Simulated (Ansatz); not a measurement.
**ZnF2 (rutile): the band gap by level of theory**

What experiment reports for this phase, and the runs try to reproduce:
- lattice constant a: 4.704 Å (a; diffraction, earlier experiment; quoted in “High-pressure phase transitions of zinc difluoride up to 55 GPa”, 2019, arxiv:1912.01850)
- lattice constant c: 3.134 Å (c; diffraction, earlier experiment; quoted in “High-pressure phase transitions of zinc difluoride up to 55 GPa”, 2019, arxiv:1912.01850)

The calculated numbers come from the plane-wave code Ansatz. Spin-unpolarised throughout.

The cell is ZnF2 in the rutile structure; cell and atoms were relaxed with r2SCAN. It is tetragonal, P4_2/mnm (No. 136); a = 4.703 Å, c = 3.127 Å in the conventional setting, 11.53 Å³ an atom. Zn is surrounded by 6 F at 2.02–2.04 Å; F is surrounded by 3 Zn at 2.02–2.04 Å.

```
Zn F
1.0
     4.70337    0.00000    0.00000
     0.00000    4.70337    0.00000
     0.00000    0.00000    3.12679
Zn F
2 4
Direct
  0.00000 0.00000 0.00000
  0.50000 0.50000 0.50000
  0.30319 0.30319 0.00000
  0.19681 0.80319 0.50000
  0.80319 0.19681 0.50000
  0.69681 0.69681 0.00000
```

Relaxed lattice by functional, symmetry kept:
```
functional  k mesh  a (Å)  c (Å)  volume (Å³/atom)
       PBE   6×6×8  4.801  3.175             12.20
    r2SCAN   6×6×8  4.703  3.127             11.53
```

On this one geometry the levels give:
```
 level  k mesh  gap (eV)      kind  edges  least direct gap (eV)
   PBE   6×6×8      3.58    direct      Γ                   3.58
r2SCAN   6×6×8      4.28    direct      Γ                   4.28
 HSE06   4×4×6      6.16  indirect  R → Γ                   6.17
  PBE0   4×4×6      6.90  indirect  R → Γ                   6.92
```
PBE: smearing of 0.02 eV; the others have fixed occupations.
Wave cutoffs: 420 eV, 500 eV (r2SCAN).

HSE06 gives an indirect gap of 6.16 eV, from R to Γ; the least direct gap is 6.17 eV at Γ. Least and direct gap differ so little that the kind isn't settled. With r2SCAN, at Γ the top three valence levels group as 1+2 from the top, spread over 368 meV.

r2SCAN covers 27 % of the step from PBE to HSE06. Direct and least gap lie within 0.04 eV at some levels, so the kind of gap isn't settled.

Set against measured values:
- Lattice constant a, measured 4.704 Å: PBE 4.801 (+2.1 %), r2SCAN 4.703 (0.0 %).
- Lattice constant c, measured 3.134 Å: PBE 3.175 (+1.3 %), r2SCAN 3.127 (-0.2 %).
The calculated lattice is static; the measured one holds thermal expansion and zero-point motion. Reports marked as nanostructured, strained, doped, implanted or mixed samples, and transport gaps, were set aside.

The meshes of the hybrids are coarse, so their gaps aren't converged to the digits shown.

The splittings at Γ are without spin-orbit coupling, which regroups them where it is of like size or larger.
